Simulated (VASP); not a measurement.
# GaP (F-43m) in VASP: further runs

The runs below take GaP through dielectric tensor, with LDA.

Everything below comes from runs of VASP 6.6.1. Logs are shortened: lines on timing, memory, paths and dates and some standing lists are left out, and cuts for length are marked.

### Step 1. The structure

It takes space group F-43m (No. 216, cubic). The conventional cell has a = 5.451 Å, b = 5.451 Å, c = 5.451 Å, α = 90.00°, β = 90.00°, γ = 90.00°. Ga (site symmetry -43m) has 4 P at 2.36 Å as nearest neighbours. Around P (site symmetry -43m) lie 4 Ga at 2.36 Å.

### Step 2. Dielectric tensor, LDA

The input, INCAR:

```
PREC = Accurate ; ENCUT = 800
EDIFF = 1E-8 ; ISMEAR = 0
SIGMA = 0.01 ; LREAL = F
LASPH = T ; NELM = 100
ALGO = Normal ; ISIF = 2
LWAVE = F ; LCHARG = F
LEPSILON = T
```

The input, KPOINTS:

```
Automatic mesh
0
Gamma
  10 10 10
```

The input, POSCAR:

```
GaP
1.0
    0.0000000000      2.7252500000      2.7252500000
    2.7252500000      0.0000000000      2.7252500000
    2.7252500000      2.7252500000      0.0000000000
Ga P
1 1
Direct
    0.0000000000      0.0000000000      0.0000000000
    0.7500000000      0.7500000000      0.7500000000
```

Potentials or basis: VASP PAW LDA potentials, release 64 (Ga_d, P).

On the command line:

```
$ cat potpaw_LDA.64/Ga_d/POTCAR potpaw_LDA.64/P/POTCAR > POTCAR
$ mpirun -np 1 vasp_std > vasp.out
```

OUTCAR:

```text
PREC = Accurate
   ENCUT = 800
   EDIFF = 1E-8
   ISMEAR = 0
   LREAL = F
   LASPH = T
   NELM = 100
   ISIF = 2
   LEPSILON = T

 Found     47 irreducible k-points:

 Following reciprocal coordinates:
            Coordinates               Weight
  0.000000  0.000000  0.000000      1.000000
  0.100000  0.000000  0.000000      8.000000
  0.200000  0.000000  0.000000      8.000000
  0.300000  0.000000  0.000000      8.000000
  0.400000  0.000000  0.000000      8.000000
  0.500000  0.000000  0.000000      4.000000
   k-points           NKPTS =     47   k-points in BZ     NKDIM =     47   number of bands    NBANDS=     13
   number of dos      NEDOS =    301   number of ions     NIONS =      2
   total plane-waves  NPLWV =  46656
   dimension x,y,z NGX =    36 NGY =   36 NGZ =   36
   dimension x,y,z NGXF=    72 NGYF=   72 NGZF=   72
   ions per type =               1   1
   NGX,Y,Z   is equivalent  to a cutoff of  15.53, 15.53, 15.53 a.u.
   NGXF,Y,Z  is equivalent  to a cutoff of  31.06, 31.06, 31.06 a.u.
 SYSTEM =  unknown system
   PREC   = accura    normal or accurate (medium, high low for compatibility)
   ISTART =      0    job   : 0-new  1-cont  2-samecut
   ICHARG =      2    charge: 1-file 2-atom 10-const
   ISPIN  =      1    spin polarized calculation?
   LNONCOLLINEAR =      F non collinear calculations
   LSORBIT =      F    spin-orbit coupling
   LASPH  =      T    aspherical Exc in radial PAW
   ENCUT  =  800.0 eV  58.80 Ry    7.67 a.u.   8.89  8.89  8.89*2*pi/ulx,y,z
   NELM   =    100;   NELMIN=  2; NELMDL= -5     # of ELM steps
   EDIFF  = 0.1E-07   stopping-criterion for ELM
   LREAL  =      F    real-space projection
   EDIFFG = 0.1E-06   stopping-criterion for IOM
   NSW    =      0    number of steps for IOM
   IBRION =     -1    ionic relax: 0-MD 1-quasi-New 2-CG
   NFREE  =      0    steps in history (QN), initial steepest desc. (CG)
   ISIF   =      2    stress and relaxation
   ISYM   =      2    0-nonsym 1-usesym 2-fastsym
   POTIM  = 0.5000    time-step for ionic-motion
   TEBEG  =    0.0;   TEEND  =   0.0 temperature during run
   PSTRESS=    0.0 pullay stress
   NELECT =      18.0000    total number of electrons
   NUPDOWN=      -1.0000    fix difference up-down
   EMIN   =  10.00;   EMAX   =-10.00  energy-range for DOS
   EFERMI =   0.00;   METHOD = LEGACY
   ISMEAR =     0;   SIGMA  =   0.01  broadening in eV -4-tet -1-fermi 0-gaus
   EFERMI_NEDOS =   21; number of points for ismear=-14 and -15
   IALGO  =     38    algorithm
   IMIX   =      4    mixing-type and parameters
     AMIX     =   0.40;   BMIX     =  1.00
     AMIX_MAG =   1.60;   BMIX_MAG =  1.00
  volume/ion in A,a.u.               =      20.24       136.59
  Fermi-wavevector in a.u.,A,eV,Ry     =   1.249538  2.361284 21.243377  1.561344
  Thomas-Fermi vector in A             =   2.383574
   LORBIT       =      0    0 simple, 1 ext, 2 COOP (PROOUT), +10 PAW based schemes
   GGA     = CA    functional components
   LHFCALC =     F    Hartree Fock is set to
   AEXX    =    0.0000 exact exchange contribution
   IVDW    =     0    specifies the selected vdW correction
   LEPSILON=     T    determine dielectric tensor
   LRPA    =     F    only Hartree local field effects (RPA)
 non-spin polarized calculation
 Gauss-broadening in eV      SIGMA  =   0.01
  energy-cutoff  :      800.00
  volume of cell :       40.48
 maximum number of plane-waves:      2102
   NGX = 17   NGY = 17   NGZ = 17

--------------------------------------- Ionic step        1  -------------------------------------------

 number of electron      18.0000000 magnetization

 E-fermi :   4.5530     XC(G=0): -10.1644

 val. band max:        4.5035436939   @ k =   0.0000   0.0000   0.0000
 cond. band min:       5.9583960842   @ k =   0.4000   0.4000   0.0000
 fundamental gap:      1.4548523903
 Fermi energy:         4.5529545332

 k-point     1 :       0.0000    0.0000    0.0000
  band No.  band energies     occupation
      1     -10.2006      2.00000
      2     -10.2006      2.00000
      3     -10.2006      2.00000
      4     -10.1025      2.00000
      5     -10.1025      2.00000
      6      -8.0055      2.00000
      7       4.5035      2.00000
      8       4.5035      2.00000
      9       4.5035      2.00000
     10       6.1410      0.00000
     11       8.2968      0.00000
     12       8.2968      0.00000
     13       8.2968      0.00000

 k-point     2 :       0.1000    0.0000    0.0000
  band No.  band energies     occupation
      1     -10.2088      2.00000
      2     -10.1976      2.00000
      3     -10.1976      2.00000
      4     -10.1026      2.00000
      5     -10.1026      2.00000
      6      -7.8755      2.00000
      7       3.2807      2.00000
      8       4.3463      2.00000
      9       4.3463      2.00000
     10       6.7446      0.00000
     11       8.5362      0.00000
     12       8.5362      0.00000
     13       8.6039      0.00000

 k-point     3 :       0.2000    0.0000    0.0000
  band No.  band energies     occupation
      1     -10.2289      2.00000
      2     -10.1902      2.00000
      3     -10.1902      2.00000
      4     -10.1021      2.00000
      5     -10.1021      2.00000
      6      -7.4979      2.00000
      7       1.4603      2.00000
      8       4.0070      2.00000
      9       4.0070      2.00000
     10       6.6766      0.00000
     11       8.9982      0.00000
     12       8.9982      0.00000
     13       9.8995      0.00000

 k-point     4 :       0.3000    0.0000    0.0000
  band No.  band energies     occupation
      1     -10.2520      2.00000
      2     -10.1825      2.00000
      3     -10.1825      2.00000
      4     -10.1000      2.00000
      5     -10.1000      2.00000
      6      -6.9177      2.00000
      7      -0.2561      2.00000
      8       3.6760      2.00000
      9       3.6760      2.00000
     10       6.3432      0.00000
     11       9.2282      0.00000
     12       9.2282      0.00000
     13      11.4674      0.00000

 k-point     5 :       0.4000    0.0000    0.0000
  band No.  band energies     occupation
      1     -10.2696      2.00000
      2     -10.1777      2.00000
      3     -10.1777      2.00000
      4     -10.0968      2.00000
      5     -10.0968      2.00000
      6      -6.2657      2.00000
      7      -1.6191      2.00000
      8       3.4524      2.00000
      9       3.4524      2.00000
     10       6.1029      0.00000
     11       9.1863      0.00000
     12       9.1863      0.00000
     13      12.4465      0.00000

 k-point     6 :       0.5000    0.0000    0.0000
  band No.  band energies     occupation
      1     -10.2761      2.00000
      2     -10.1763      2.00000
      3     -10.1763      2.00000
      4     -10.0953      2.00000
      5     -10.0953      2.00000
      6      -5.9214      2.00000
      7      -2.2046      2.00000
      8       3.3746      2.00000
      9       3.3746      2.00000
     10       6.0195      0.00000
     11       9.1361      0.00000
     12       9.1361      0.00000
     13      12.5528      0.00000

 [... further k-points ...]

  FORCE on cell =-STRESS in cart. coord.  units (eV):
  Direction    XX          YY          ZZ          XY          YZ          ZX
  --------------------------------------------------------------------------------------
  -------------------------------------------------------------------------------------
  Total       -0.6657370     -0.6657370     -0.6657370     -0.0000000      0.0000000      0.0000000
  in kB      -26.3490074    -26.3490074    -26.3490074     -0.0000000      0.0000000      0.0000000
  external PRESSURE =     -26.3490074 kB  Pullay stress =       0.0000000 kB

 VOLUME and BASIS-vectors are now :
 -----------------------------------------------------------------------------
  energy-cutoff  :      800.00
  volume of cell :       40.48
      direct lattice vectors                 reciprocal lattice vectors
     0.000000000  2.725250000  2.725250000    -0.183469406  0.183469406  0.183469406
     2.725250000  0.000000000  2.725250000     0.183469406 -0.183469406  0.183469406
     2.725250000  2.725250000  0.000000000     0.183469406  0.183469406 -0.183469406

 POSITION                                       TOTAL-FORCE (eV/Angst)
 -----------------------------------------------------------------------------------
      0.00000      0.00000      0.00000        -0.000000     -0.000000     -0.000000
      4.08788      4.08788      4.08788         0.000000      0.000000      0.000000
 -----------------------------------------------------------------------------------
    total drift:                               -0.000000     -0.000000     -0.000000

  FREE ENERGIE OF THE ION-ELECTRON SYSTEM (eV)
  ---------------------------------------------------
  free  energy   TOTEN  =       -10.4427346037 eV

  energy  without entropy=      -10.4427346037  energy(sigma->0) =      -10.44273460

 HEAD OF MICROSCOPIC STATIC DIELECTRIC TENSOR (INDEPENDENT PARTICLE, excluding Hartree and local field effects)
 ------------------------------------------------------
          11.951216    -0.000000     0.000000
           0.000000    11.951216     0.000000
           0.000000     0.000000    11.951216
 ------------------------------------------------------

 Free energy of the ion-electron system (eV)
  ---------------------------------------------------
  ---------------------------------------------------
  free energy    TOTEN  =        -1.20828533 eV

  energy without entropy =       -1.20828533

------------------------ aborting loop because EDIFF is reached ----------------------------------------

--------------------------------------- Ionic step        2  -------------------------------------------

------------------------ aborting loop because EDIFF is reached ----------------------------------------

--------------------------------------- Ionic step        3  -------------------------------------------

 Free energy of the ion-electron system (eV)
  ---------------------------------------------------
  ---------------------------------------------------
  free energy    TOTEN  =        -1.20828633 eV

  energy without entropy =       -1.20828633

------------------------ aborting loop because EDIFF is reached ----------------------------------------

 PIEZOELECTRIC TENSOR FIELD DIRECTION 3  (e Angst)
 -----------------------------------------------------------------------------
    -0.00035  1.99898  0.00000           (  0.00000  0.03737  0.00000)
     1.99898 -0.00035  0.00000           (  0.03737  0.00000  0.00000)
     0.00000  0.00000 -0.00142           (  0.00000  0.00000  0.00000)

 PIEZOELECTRIC TENSOR FIELD DIRECTION 3  (C/m^2)
 -----------------------------------------------------------------------------
    -0.00014  0.79117  0.00000
     0.79117 -0.00014  0.00000
     0.00000  0.00000 -0.00056

 MACROSCOPIC STATIC DIELECTRIC TENSOR (including local field effects in DFT)
 ------------------------------------------------------
          11.225816    -0.000000     0.000000
          -0.000000    11.225816    -0.000000
          -0.000000    -0.000000    11.225816
 ------------------------------------------------------

 PIEZOELECTRIC TENSOR (including local field effects)  for field in x, y, z        (e  Angst)
          XX          YY          ZZ          XY          YZ          ZX
  --------------------------------------------------------------------------------
  x    -0.00000     0.00000    -0.00000    -0.00000     2.00443    -0.00000
  y    -0.00000    -0.00000     0.00000     0.00000    -0.00000     2.00443
  z     0.00000     0.00000    -0.00000     2.00443     0.00000    -0.00000

 PIEZOELECTRIC TENSOR (including local field effects)  for field in x, y, z        (C/m^2)
          XX          YY          ZZ          XY          YZ          ZX
  --------------------------------------------------------------------------------
  x    -0.00000     0.00000    -0.00000    -0.00000     0.79333    -0.00000
  y    -0.00000    -0.00000     0.00000     0.00000    -0.00000     0.79333
  z     0.00000     0.00000    -0.00000     0.79333     0.00000    -0.00000

 BORN EFFECTIVE CHARGES (including local field effects) (in |e|, cummulative output)
 ---------------------------------------------------------------------------------
 ion    1
    1     2.13550     0.00000     0.00000
    2    -0.00000     2.13550     0.00000
    3    -0.00000    -0.00000     2.13550
 ion    2
    1    -2.13550    -0.00000    -0.00000
    2     0.00000    -2.13550    -0.00000
    3     0.00000     0.00000    -2.13550
```

Wall time 13 min (1 thread of Intel Xeon Platinum 8259CL at 2.50GHz (Skylake/Cascade Lake), shared host); peak memory 0.51 GiB.

These settings aren't checked as converged: the numbers below hold their error.

What came out:

| Item | Value |
| --- | --- |
| Band gap on the k mesh | 1.45 eV, indirect (least direct gap 1.64 eV) |
| Electronic dielectric tensor (diagonal) | 11.23 |
| Born charges (mean of the diagonal) | Ga +2.14; P -2.14 e |

### Step 3. Dielectric tensor, LDA

Edit INCAR of step 2 so:

```diff
@@ -1,2 +1,2 @@
-PREC = Accurate ; ENCUT = 800
+PREC = Accurate ; ENCUT = 280
 EDIFF = 1E-8 ; ISMEAR = 0
```

The input, KPOINTS:

```
Automatic mesh
0
Gamma
  4 4 4
```

POSCAR is that of step 2.

Potentials or basis: VASP PAW LDA potentials, release 64 (Ga_d, P).

On the command line:

```
$ cat potpaw_LDA.64/Ga_d/POTCAR potpaw_LDA.64/P/POTCAR > POTCAR
$ mpirun -np 1 vasp_std > vasp.out
```

OUTCAR:

```text
PREC = Accurate
   ENCUT = 280
   EDIFF = 1E-8
   ISMEAR = 0
   LREAL = F
   LASPH = T
   NELM = 100
   ISIF = 2
   LEPSILON = T

 Found      8 irreducible k-points:

 Following reciprocal coordinates:
            Coordinates               Weight
  0.000000  0.000000  0.000000      1.000000
  0.250000  0.000000  0.000000      8.000000
  0.500000  0.000000  0.000000      4.000000
  0.250000  0.250000  0.000000      6.000000
  0.500000  0.250000  0.000000     24.000000
 -0.250000  0.250000  0.000000     12.000000
   k-points           NKPTS =      8   k-points in BZ     NKDIM =      8   number of bands    NBANDS=     13
[... 236 lines left out ...]
     0.00045  1.11302  0.00000
     1.11302  0.00045  0.00000
     0.00000  0.00000 -0.00103

 MACROSCOPIC STATIC DIELECTRIC TENSOR (including local field effects in DFT)
 ------------------------------------------------------
          21.853898     0.000000     0.000000
           0.000000    21.853898     0.000000
           0.000000     0.000000    21.853898
 ------------------------------------------------------

 PIEZOELECTRIC TENSOR (including local field effects)  for field in x, y, z        (e  Angst)
          XX          YY          ZZ          XY          YZ          ZX
  --------------------------------------------------------------------------------
  x    -0.00000     0.00000    -0.00000    -0.00000     2.83326    -0.00000
  y    -0.00000    -0.00000     0.00000    -0.00000    -0.00000     2.83326
  z    -0.00000    -0.00000     0.00000     2.83326     0.00000    -0.00000

 PIEZOELECTRIC TENSOR (including local field effects)  for field in x, y, z        (C/m^2)
          XX          YY          ZZ          XY          YZ          ZX
  --------------------------------------------------------------------------------
  x    -0.00000     0.00000    -0.00000    -0.00000     1.12137    -0.00000
  y    -0.00000    -0.00000     0.00000    -0.00000    -0.00000     1.12137
  z    -0.00000    -0.00000     0.00000     1.12137     0.00000    -0.00000

 BORN EFFECTIVE CHARGES (including local field effects) (in |e|, cummulative output)
 ---------------------------------------------------------------------------------
 ion    1
    1     2.98662     0.00000    -0.00000
    2     0.00000     2.98662     0.00000
    3     0.00000    -0.00000     2.98662
 ion    2
    1    -2.98662    -0.00000     0.00000
    2     0.00000    -2.98662    -0.00000
    3     0.00000     0.00000    -2.98662
```

It took 30 s on 1 thread of Intel Xeon Platinum 8259CL at 2.50GHz (Skylake/Cascade Lake), shared host; peak memory 0.13 GiB.

The run converged, but a check on its numbers failed (symmetry, net force, bounds or a known fault of this set-up), so they aren't taken as properties of the crystal.

Caveat: the k mesh is coarse (spacing up to 0.50 Å⁻¹), so the values aren't converged; the cutoff lies under the usual one of these potentials, so the numbers hold a large basis-set error.

(Part 1 of 3 ends here.)
